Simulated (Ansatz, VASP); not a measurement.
# In27P26Se in two plane-wave programs, part 2 of 2

Aim: how closely do two programs agree when they are given the same cell, functional and k mesh? The structure shown is the end of the VASP relaxation below.

VASP 6.6.1 and Ansatz 0.2.0.

So far: Set-up; VASP: relaxation, PBEsol.

### Step 3. Ansatz: single point, PBEsol

Level of this step: Ansatz beside VASP: Kohn-Sham DFT, plane waves, PBEsol (Ansatz).

Ansatz runs on its default PAW (the set named soft_2) files.

The same cell, functional, mesh and smearing now go to Ansatz, which takes its cutoff from its data sets.

Input file input.yaml:

```yaml
crystal:
  lattice:
    - [0.0, 8.89632073, 8.89632073]
    - [8.89632073, 0.0, 8.89632073]
    - [8.89632073, 8.89632073, 0.0]
  atoms:
    - { symbol: In, position: [0.99996459, 0.9999776, 6.193e-05] }
    - { symbol: In, position: [0.99888539, 0.99857632, 0.33483114] }
    - { symbol: In, position: [0.99855889, 0.9988795, 0.66771939] }
    - { symbol: In, position: [0.99866854, 0.33494633, 0.9987098] }
    - { symbol: In, position: [0.98277251, 0.33874426, 0.33871981] }
    - { symbol: In, position: [0.99893924, 0.33480397, 0.66734473] }
    - { symbol: In, position: [0.99869916, 0.66744646, 0.99901807] }
    - { symbol: In, position: [0.99879461, 0.66736105, 0.33477281] }
    - { symbol: In, position: [0.999638, 0.66679884, 0.66673967] }
    - { symbol: In, position: [0.33492817, 0.99868564, 0.99912032] }
    - { symbol: In, position: [0.33697246, 0.98596842, 0.33887474] }
    - { symbol: In, position: [0.33487638, 0.99910051, 0.6673714] }
    - { symbol: In, position: [0.33829785, 0.33934156, 0.98263103] }
    - { symbol: In, position: [0.33725582, 0.33867707, 0.33770982] }
    - { symbol: In, position: [0.33395587, 0.33386408, 0.66547449] }
    - { symbol: In, position: [0.3348958, 0.66732858, 0.99894232] }
    - { symbol: In, position: [0.33396783, 0.66615202, 0.33387171] }
    - { symbol: In, position: [0.33403796, 0.66633624, 0.66570765] }
    - { symbol: In, position: [0.66690274, 0.99899351, 0.99944567] }
    - { symbol: In, position: [0.66694472, 0.99917057, 0.33459122] }
    - { symbol: In, position: [0.66671074, 0.99968691, 0.66677162] }
    - { symbol: In, position: [0.66701878, 0.3346791, 0.99925523] }
    - { symbol: In, position: [0.66536706, 0.33389833, 0.33385522] }
    - { symbol: In, position: [0.66603879, 0.33383872, 0.66629245] }
    - { symbol: In, position: [0.66665911, 0.66679433, 0.99975658] }
    - { symbol: In, position: [0.66564852, 0.66686663, 0.33375746] }
    - { symbol: In, position: [0.66671947, 0.66680112, 0.66676713] }
    - { symbol: Se, position: [0.24840133, 0.25128589, 0.24861385] }
    - { symbol: P, position: [0.24877957, 0.24898424, 0.58511882] }
    - { symbol: P, position: [0.24864514, 0.24867851, 0.91586112] }
    - { symbol: P, position: [0.24866881, 0.58603985, 0.24878145] }
    - { symbol: P, position: [0.24948668, 0.58349673, 0.58345111] }
    - { symbol: P, position: [0.24864374, 0.58644693, 0.91610991] }
    - { symbol: P, position: [0.24875425, 0.91659396, 0.24901736] }
    - { symbol: P, position: [0.24848725, 0.91673662, 0.58618389] }
    - { symbol: P, position: [0.24965742, 0.9167973, 0.91682288] }
    - { symbol: P, position: [0.58459291, 0.24902808, 0.24905591] }
    - { symbol: P, position: [0.5835147, 0.2495245, 0.58346472] }
    - { symbol: P, position: [0.58542088, 0.24892889, 0.91666537] }
    - { symbol: P, position: [0.58351338, 0.58353743, 0.24955871] }
    - { symbol: P, position: [0.58360913, 0.58348841, 0.58336663] }
    - { symbol: P, position: [0.58375462, 0.58359668, 0.91632384] }
    - { symbol: P, position: [0.58432527, 0.91724922, 0.24929903] }
    - { symbol: P, position: [0.58375113, 0.91635288, 0.58354701] }
    - { symbol: P, position: [0.58377348, 0.91631344, 0.91633691] }
    - { symbol: P, position: [0.91577142, 0.24860155, 0.24870504] }
    - { symbol: P, position: [0.9163625, 0.2488361, 0.58590742] }
    - { symbol: P, position: [0.9164557, 0.24966178, 0.91678331] }
    - { symbol: P, position: [0.9160345, 0.58601634, 0.24892323] }
    - { symbol: P, position: [0.91627586, 0.58369847, 0.58369417] }
    - { symbol: P, position: [0.91622266, 0.5837995, 0.91626657] }
    - { symbol: P, position: [0.9163584, 0.91680843, 0.24972775] }
    - { symbol: P, position: [0.91624951, 0.9162926, 0.58373021] }
    - { symbol: P, position: [0.91631604, 0.91687408, 0.91712989] }
total_charge: 1
hamiltonian:
  xc: pbesol
  pseudopotentials: { kind: paw }
kpoints:
  mp_grid: { grid: [2, 2, 2] }
scf:
  occupations: { method: gaussian, width: 0.05 }
  n_extra_bands: 17
output:
  forces: true
  eigenvalues: true
```

The run is started by

```sh
ansatz run input.yaml --threads 8 --pin off --max-ram 18432MiB --backend cpu --events-out ev --progress --plain --runs-dir out
```

Numbers of over 12 decimals in the logs are rounded to 6 here.

The log of the run:

```text
scf.n_extra_bands = 17 over 248 filled bands (N_el = 496.0): the run solves 265 bands
Engine: ansatz 0.2.0, aarch64-unknown-linux-gnu
Pseudopotentials: kind: paw
Pseudopotential: In, paw, valence charge 13, recommended cutoff 420 eV (normal), In.paw.azcp
Pseudopotential: Se, paw, valence charge 16, recommended cutoff 420 eV (normal), Se.paw.azcp
Pseudopotential: P, paw, valence charge 5, recommended cutoff 420 eV (normal), P.paw.azcp
Functional definition: PBEsol
  exchange = pbesol_x
  correlation = pbesol_c
Crystal: 54 atoms, lattice volume = 1408.190 Å³
Basis set: ecut = 420 eV, 27389 PW (Γ), exchange–correlation on 180×180×180 points (8 copies of the dense FFT grid, shifted against one another)
Bands: 265, of which v1, the nominal top of the filled ones, is band 248 counted from 1 (247 counted from 0)
Symmetry: 1 space group operations
Space group: P1 (ITA 1), of the structure as read, at distance tolerance 1.1e-4 Å
k-points: 8
Non-local potential: In, projectors of the file, l = 0: 2, l = 1: 2, l = 2: 2, l = 3: 2
Non-local potential: Se, projectors of the file, l = 0: 2, l = 1: 2, l = 2: 3, l = 3: 1
Non-local potential: P, projectors of the file, l = 0: 2, l = 1: 2, l = 2: 2
PAW form: soft (Blöchl's): semilocal exchange-correlation on the pseudo side does not see the compensation charge
PAW frozen core: In, regenerated for the run's functional, and the local potential with it (the file was generated under x = pbe(κ = 0.804, μ = 0.219515), c = pbe(β = 0.066725))
PAW frozen core: Se, regenerated for the run's functional, and the local potential with it (the file was generated under x = pbe(κ = 0.804, μ = 0.219515), c = pbe(β = 0.066725))
PAW frozen core: P, regenerated for the run's functional, and the local potential with it (the file was generated under x = pbe(κ = 0.804, μ = 0.219515), c = pbe(β = 0.066725))
PAW one-centre angular grid: In, 590 points (default); XC on 64 Gauss nodes
PAW one-centre angular grid: Se, 590 points (default); XC on 64 Gauss nodes
PAW one-centre angular grid: P, 110 points (default); XC on 64 Gauss nodes
Initial density: superposition of atomic densities (neutral atoms scaled as one to the charged cell's electrons: chi_scale 0, normalization atom), corrected by the library's trained network
Initial wavefunctions: pseudopotential atomic-orbital guess
Functional: x = pbesol(κ = 0.804, μ = 0.123457), c = pbesol(β = 0.046)
SCF iter   1: F=—  HF=-173870.018669 eV  |F-HF|=—  |Δ(HF+E_count)|=         —  Δρ=5.35e-3  dr2=9.53e-1  ethr=1.77e-3  ⟨swp⟩=7.5  Hψ=10256  notcnv=0
preconditioner: auto → Resta (q_TF=auto, 2.293 Å⁻¹)  ε∞=4.2  [insulator: Δε(μ)=0.335 eV  Ē_g=12.123 eV  σ=0.050 eV  W_gap=1.00  n_scr=282 (ndim 8)  ℏωp=21.8 eV  f_vac=0.028  D(μ)=0.00/eV (n_scr^D=0)  ε∞_Penn≈4.2]
SCF iter   2: F=—  HF=-173869.734432 eV  |F-HF|=—  |Δ(HF+E_count)|=   2.84e-1  Δρ=2.02e-3  dr2=1.14e-1  ethr=1.92e-4  ⟨swp⟩=2.9  Hψ=3319  notcnv=0  defer=89
SCF iter   3: F=—  HF=-173869.705150 eV  |F-HF|=—  |Δ(HF+E_count)|=   2.93e-2  Δρ=5.43e-4  dr2=5.18e-3  ethr=2.31e-5  ⟨swp⟩=2.0  Hψ=4016  notcnv=0  defer=89
SCF iter   4: F=—  HF=-173869.706488 eV  |F-HF|=—  |Δ(HF+E_count)|=   1.34e-3  Δρ=2.00e-4  dr2=1.04e-3  ethr=1.04e-6  ⟨swp⟩=3.0  Hψ=4033  notcnv=0  defer=89
SCF iter   5: F=—  HF=-173869.707016 eV  |F-HF|=—  |Δ(HF+E_count)|=   5.28e-4  Δρ=7.42e-5  dr2=1.43e-4  ethr=2.09e-7  ⟨swp⟩=2.6  Hψ=4028  notcnv=0  defer=89
SCF iter   6: F=—  HF=-173869.707120 eV  |F-HF|=—  |Δ(HF+E_count)|=   1.04e-4  Δρ=2.88e-5  dr2=1.38e-5  ethr=2.88e-8  ⟨swp⟩=3.0  Hψ=4197  notcnv=0  defer=89
SCF iter   7: F=—  HF=-173869.707758 eV  |F-HF|=—  |Δ(HF+E_count)|=   6.39e-4  Δρ=5.09e-6  dr2=3.94e-7  ethr=2.78e-9  ⟨swp⟩=2.8  Hψ=4273  notcnv=0  defer=89
SCF iter   8: F=-173869.707759 eV  HF=-173869.707759 eV  |F-HF|=1.75e-9  |Δ(HF+E_count)|=   3.05e-7  Δρ=1.07e-6  dr2=3.13e-8  ethr=2.02e-11  ⟨swp⟩=12.2  Hψ=10925  notcnv=0
SCF 1 converged in 8 iterations: F = -173869.707759 eV  dr2 = 3.13e-8
  greatest PAW one-centre occupation: 1.000 electrons in one spin orbital (limit 2), on the Se atom at site 27 (counted from 0), in its partial waves of l = 2
SCF converged after 8 iterations
Free energy (F): -173869.707759 eV
Harris-Foulkes:  -173869.707759 eV  (|F-HF|=1.75e-9)
Internal energy: -173869.707759 eV  (E = F + TS)
E sigma→0 (E₀):  -173869.707759 eV
Fermi energy:    6.692597 eV
--- Per-component energies (eV) ---
  E_band       = -2020.641191
  E_kinetic    = 8479.841334
  E_local      = -41290.792569  (includes V_loc(G=0)·N_el)
  E_nonlocal   = 10243.185678
  E_hartree    = 16537.564234
  E_xc         = -7422.859840
  E_vxc        = -4335.233181  (∫ρ·V_xc dr)
  E_paw        = -126567.054033  (= ΣΔE_a)
  E_vpaw       = -8192.767359  (= ΣTr[D̂ρ^β])
  E_aug_tail   = 0.000178  (compensation charges beyond the density's cutoff)
  E_ewald      = -33858.169055
  E_core_change = 8.576316  (= ΣΔE_core)
  E_smearing   = -0.000000  (= −TS)
  E_closure    = -0.000000  (closes the sum)
  E_deformation_potential = 12.669534  (in the stress; not in F)
  Σ components = -173869.707759   (vs F -173869.707759, Δ=0.00e0)
--- Forces (eV/Å), atoms counted from 1 ---
  atom   1  In    -0.00028452    -0.00073224     0.00049073
  atom   2  In     0.00869541    -0.00361580     0.00422040
  atom   3  In    -0.00205084    -0.00352329     0.00483014
  atom   4  In     0.00174316     0.00534818    -0.00082326
  atom   5  In     0.03461366    -0.02948512    -0.02413278
  atom   6  In    -0.00084358    -0.00801235    -0.00216277
  atom   7  In    -0.00341614     0.00016987    -0.00152256
  atom   8  In     0.00089139    -0.00029969    -0.00513401
  atom   9  In    -0.00834576     0.00964102     0.00861007
  atom  10  In     0.00321879    -0.00504371     0.00292084
  atom  11  In    -0.05036794     0.03699520    -0.04256878
  atom  12  In    -0.00357998    -0.00333235    -0.00320253
  atom  13  In    -0.02128243    -0.01720558     0.02433647
  atom  14  In     0.04439914     0.04643941     0.03982747
  atom  15  In     0.00102257    -0.00336769    -0.00917317
  atom  16  In    -0.00299999    -0.00472759     0.00030160
  atom  17  In     0.00152576    -0.00942660    -0.00274914
  atom  18  In     0.01186101    -0.00306974    -0.00167673
  atom  19  In    -0.00126228    -0.01078863    -0.00265176
  atom  20  In     0.00751408     0.00413807    -0.00678099
  atom  21  In     0.00775693    -0.00768621     0.00876103
  atom  22  In     0.00029425    -0.01041729     0.00326009
  atom  23  In    -0.00783666     0.00207250     0.00099454
  atom  24  In    -0.00176168     0.00752899     0.00084279
[...]
atom  47  P     -0.00896945    -0.02785408     0.00409920
  atom  48  P     -0.00108670     0.00157595     0.00162979
  atom  49  P     -0.00586919     0.00357267    -0.02430201
  atom  50  P      0.00396699    -0.00202386    -0.00047386
  atom  51  P     -0.00097718    -0.00507870    -0.00269257
  atom  52  P     -0.00370790     0.00108625     0.00139193
  atom  53  P      0.00063536    -0.00096728    -0.00501049
  atom  54  P     -0.00058746     0.00196165     0.00156305
  max |Σ_I F_I| component: 5.78e-6 eV/Å
--- Band table (eV; the first three rows and the last of 8) ---
  k-point 0: bands = [... 244 lower, 5.7966, 6.4895, 6.4900, 6.4901, 6.8886, 7.7451, 7.9711, 7.9723, ... 13 higher]
  k-point 1: bands = [... 244 lower, 6.1594, 6.1597, 6.2392, 6.2401, 7.7901, 8.0524, 8.1023, 8.5005, ... 13 higher]
  k-point 2: bands = [... 244 lower, 6.1595, 6.1598, 6.2389, 6.2400, 7.7917, 8.0541, 8.1024, 8.5003, ... 13 higher]
  k-point 7: bands = [... 244 lower, 6.1593, 6.1600, 6.2391, 6.2399, 7.7917, 8.0543, 8.1026, 8.5002, ... 13 higher]
```

Wall time 79 s (8 threads of Arm Neoverse N1, shared host); peak memory 14 GiB; 10 min of CPU time.

In the SCF lines HF is the Harris–Foulkes energy and dr2 the Hartree energy of the density residual, in eV; the loop may stop once dr2 is under the threshold and the program's other checks hold. Hψ counts applications of the Hamiltonian.

### Step 4. Differences

Known differences besides the potentials themselves: the data sets hold 496 valence electrons in Ansatz (default PAW (the set named soft_2) files) and 216 in VASP; the cutoff is 420 eV in Ansatz and 300 eV in VASP (PREC = Normal, projectors in real space); Ansatz makes its cores anew for this functional, VASP keeps those of its PBE data sets; VASP leaves aspherical gradient terms in its spheres out (LASPH is not set), Ansatz keeps them. Total energies have different zeros and are not compared.

The two programs side by side:

```tsv
quantity	Ansatz	VASP	difference
gap on the k mesh (eV)	0.399	0.456	-0.058
```

At this near-relaxed geometry the largest component of a force difference is 40 meV/Å. A gap on the mesh is an upper bound, since the band edges may lie between its points. VASP's last cycles still show a density residual of 3e-03, so its state may not be settled.

### Step 5. Outcome

* difference in gap on the k mesh (single point, PBEsol): -0.058 eV
* r.m.s. force difference (single point, PBEsol): 12 meV/Å

In words: The r.m.s. force difference is 12 meV/Å (single point, PBEsol), at about the 12 meV/Å picked in this series as the mark of a large difference. Such differences can come from data sets, numerical settings and the points named under the comparisons, not from the functional's error against experiment.

[Lines on the potential files, build, host, timing and source positions are cut from VASP's logs without a mark.]

[Logs are printed without paths, hosts, clocks, repeated set-up lines and the standing remarks that a program may print on its own settings, such as how far it seeks lower states.]

[Hosts, paths, dates, database ids (printed as entryN), source tags and the programs' standing remarks are cut or masked in the printed files.]
